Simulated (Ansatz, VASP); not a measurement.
**Two plane-wave programs on Al**

```
Al
1.0
     0.00000    1.99564    1.99564
     1.99564    0.00000    1.99564
     1.99564    1.99564    0.00000
Al
1
Direct
  0.00000 0.00000 0.00000
```

Alike in both runs: task single point; functional r2SCAN; k mesh 18 × 18 × 18; occupations gaussian, width 0.05 eV; no spin polarisation.

```csv
,VASP,Ansatz
version,VASP 6.6.1,Ansatz 0.2.0
potentials or method,"VASP PAW PBE potentials, release 64 (Al)","scalar-relativistic, plane waves, PAW"
plane-wave cutoff (eV),520,500
valence electrons in the cell,3,3
```

VASP gave:

* gap on the k mesh at the Fermi level (eV): none
* pressure (GPa): -0.3

Question: Estimate Ansatz's values.

Answer: gap on the k mesh at the Fermi level (eV): none; pressure (GPa): 0.0.

A gap of «none» marks a metal or a gap that the smearing closes. The functional is the same, so the differences come from potentials, cutoffs and numerics.

Caveats: the PAW data sets were made with another functional, which shifts forces and pressure a little (VASP).
